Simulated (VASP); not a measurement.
# Settings for Zr: band structure

Zr, P6_3/mmc (no. 194), 2 atoms in the cell. PBEsol; PAW potentials Zr_sv (PBE set). VASP 6.6.1.

Wanted: band energies at the path's corners within 0.02 eV.

What the run is for: bands; Accuracy asked: standard; Route: KPOINTS_OPT.

Band energies at the path's corners: counted from the Fermi level of the mesh, whose own shifts they hold.

POSCAR:
```
Zr
1.0
    3.2320000000      0.0000000000      0.0000000000
   -1.6160000000      2.7989941050      0.0000000000
    0.0000000000      0.0000000000      5.1470000000
Zr
2
Direct
    0.6666666667      0.3333333333      0.7500000000
    0.3333333333      0.6666666667      0.2500000000
```

The series start from Plane-wave cutoff (eV): 260; Smearing width (eV): 0.1; k-point mesh: 11 × 11 × 6; Electronic threshold (eV): 1e-6; Precision mode (PREC): Accurate; Bands in all (NBANDS): 27; Aspherical gradient terms in the spheres (LASPH): yes; Highest l that the mixer handles (LMAXMIX): 4. Each series keeps the choices made before it, and each single choice may use up half of a tolerance.

## Plane-wave cutoff (eV)

| Plane-wave cutoff (eV) | Band energies at the path's corners, largest deviation (eV) | Time (s) |
|---|---|---|
| 180 | 0.037 | 25 |
| 230 | 0.008 | 31 |
| 260 | 0.009 | 48 |
| 300 | 0.007 | 52 |
| 370 | 0.001 | 79 |
| 460 (reference) | 0.000 | 92 |

Chosen: 230, the loosest value from which every tighter one stays within half of the tolerance.

## Smearing width (eV)

| Smearing width (eV) | Band energies at the path's corners, largest deviation (eV) | Time (s) |
|---|---|---|
| 0.4 | 0.056 | 37 |
| 0.3 | 0.032 | 36 |
| 0.2 | 0.015 | 32 |
| 0.15 | 0.009 | 31 |
| 0.1 | 0.004 | 31 |
| 0.05 (reference) | 0.000 | 34 |

Chosen: 0.15.

## k-point mesh

| k-point mesh | Band energies at the path's corners, largest deviation (eV) | Time (s) |
|---|---|---|
| 4 × 4 × 3 | 0.081 | 22 |
| 5 × 5 × 3 | 0.179 | 20 |
| 7 × 7 × 4 | 0.065 | 22 |
| 9 × 9 × 5 | 0.008 | 24 |
| 11 × 11 × 6 | 0.005 | 31 |
| 13 × 13 × 7 | 0.004 | 48 |
| 15 × 15 × 9 (reference) | 0.000 | 61 |

Chosen: 9 × 9 × 5.

## Electronic threshold (eV)

| Electronic threshold (eV) | Band energies at the path's corners, largest deviation (eV) | Time (s) |
|---|---|---|
| 0.001 | 0.002 | 25 |
| 0.0001 | 0.000 | 22 |
| 1e-5 | 0.000 | 32 |
| 1e-6 | 0.000 | 24 |
| 1e-7 (reference) | 0.000 | 36 |

Chosen: 0.001.

## Precision mode (PREC)

| Precision mode (PREC) | Band energies at the path's corners, largest deviation (eV) | Time (s) |
|---|---|---|
| SingleN | 0.006 | 14 |
| Normal | 0.001 | 14 |
| Accurate (reference) | 0.000 | 25 |

Chosen: SingleN.

## Bands in all (NBANDS)

| Bands in all (NBANDS) | Band energies at the path's corners, largest deviation (eV) | Time (s) |
|---|---|---|
| 17 | 0.001 | 11 |
| 18 | 0.001 | 12 |
| 19 | 0.001 | 12 |
| 21 | 0.000 | 11 |
| 27 | 0.001 | 14 |
| 37 (reference) | 0.000 | 18 |

Chosen: 17.

## Aspherical gradient terms in the spheres (LASPH)

| Aspherical gradient terms in the spheres (LASPH) | Band energies at the path's corners, largest deviation (eV) | Time (s) |
|---|---|---|
| no | 0.001 | 8.6 |
| yes (reference) | 0.000 | 11 |

Chosen: no.

## Highest l that the mixer handles (LMAXMIX)

| Highest l that the mixer handles (LMAXMIX) | Band energies at the path's corners, largest deviation (eV) | Time (s) |
|---|---|---|
| 2 | 0.000 | 9.0 |
| 4 | 0.000 | 8.6 |
| 6 (reference) | 0.000 | 8.7 |

Chosen: 2.

## All choices together

| Input | Band energies at the path's corners, largest deviation (eV) | Time (s) |
|---|---|---|
| the program's defaults (naive) | 0.174 | 8.3 |
| chosen settings | 0.018 | 9.0 |
| reference settings throughout | 0.000 | 209 |

The tolerance is met.

## The input

INCAR:
```
GGA = PS
ISMEAR = 1
SIGMA = 0.15
LWAVE = F
LCHARG = F
NBANDS = 17
PREC = SingleN
LASPH = F
LREAL = F
ALGO = Normal
EDIFF = 0.001
NELM = 120
GGA_COMPAT = F
ENCUT = 230
LMAXMIX = 2
```

KPOINTS:
```
Automatic mesh
0
Gamma
  9 9 5
  0 0 0
```

KPOINTS_OPT:
```
path GMKGALHA,LM,KH
12
line-mode
reciprocal
 0.0000000000  0.0000000000  0.0000000000  G
 0.5000000000  0.0000000000  0.0000000000  M

 0.5000000000  0.0000000000  0.0000000000  M
 0.3333333333  0.3333333333  0.0000000000  K

 0.3333333333  0.3333333333  0.0000000000  K
 0.0000000000  0.0000000000  0.0000000000  G

 0.0000000000  0.0000000000  0.0000000000  G
 0.0000000000  0.0000000000  0.5000000000  A

 0.0000000000  0.0000000000  0.5000000000  A
 0.5000000000  0.0000000000  0.5000000000  L

 0.5000000000  0.0000000000  0.5000000000  L
 0.3333333333  0.3333333333  0.5000000000  H

 0.3333333333  0.3333333333  0.5000000000  H
 0.0000000000  0.0000000000  0.5000000000  A

 0.5000000000  0.0000000000  0.5000000000  L
 0.5000000000  0.0000000000  0.0000000000  M

 0.3333333333  0.3333333333  0.0000000000  K
 0.3333333333  0.3333333333  0.5000000000  H
```

Commands:
```
cat potpaw_PBE.64/Zr_sv/POTCAR > POTCAR
mpirun -np 1 vasp_std > vasp.out
```

The chosen input took VASP 6.6.1 9.0 s on 1 core (Intel Xeon Platinum 8259CL @ 2.50GHz (Skylake/Cascade Lake)), a shared host.

## An input that fails: fixed density asked without a density file

VASP's message: ERROR: charge density could not be read from file CHGCAR for ICHARG>10.

Changes against the starting input:
```
- NELM = 120
+ NELM = 86
+ ICHARG = 11
```
